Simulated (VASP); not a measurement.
Set up this calculation in VASP 6.6.1, as the native input.

* Task: single point
* Functional: PBE
* Potentials or basis: VASP PAW PBE potentials, release 64 (Zr_sv, O)
* Cutoff: 520 eV
* k mesh: 6 × 6 × 4
* Occupations: gaussian, width 0.1 eV
* Spin: no spin polarisation
* Dipole correction: no
* Further INCAR settings: ALGO = Normal; EDIFF = 1e-06; NBANDS = 33

The structure of ZrO2 lies in POSCAR:

```
ZrO2
1.0
    3.5961000000      0.0000000000      0.0000000000
    0.0000000000      3.5961000000      0.0000000000
    0.0000000000      0.0000000000      5.1770000000
Zr O
2 4
Direct
    0.0000000000      0.0000000000      0.0000000000
    0.5000000000      0.5000000000      0.5000000000
    0.0000000000      0.5000000000      0.2030000000
    0.0000000000      0.5000000000      0.7030000000
    0.5000000000      0.0000000000      0.2970000000
    0.5000000000      0.0000000000      0.7970000000
```

One way to write it, as run:

INCAR

```
SYSTEM = ZrO2
ALGO = Normal
EDIFF = 1E-6
ENCUT = 520
GGA = PE
ISIF = 2
ISMEAR = 0
LASPH = .TRUE.
LCHARG = .FALSE.
LREAL = .FALSE.
LWAVE = .FALSE.
NBANDS = 33
NELM = 100
PREC = Accurate
SIGMA = 0.1
```

KPOINTS

```
k-points
0
G
  6 6 4
  0 0 0
```

Potentials or basis: VASP PAW PBE potentials, release 64 (Zr_sv, O).

Launch:

```sh
$ cat potpaw_PBE.64/Zr_sv/POTCAR potpaw_PBE.64/O/POTCAR > POTCAR
$ mpirun -np 1 vasp_std > vasp.out
```

It gave:

| Item | Value |
| --- | --- |
| Pressure | 5.6 GPa |
| Largest force | 0.025 eV/Å |
| Band gap on the k mesh | 4.02 eV, indirect (least direct gap 4.12 eV) |

Wall time 39 s on 1 thread of Intel(R) Xeon(R) 6975P-C (Granite Rapids), with other jobs on the host, peak memory 0.2 GiB.
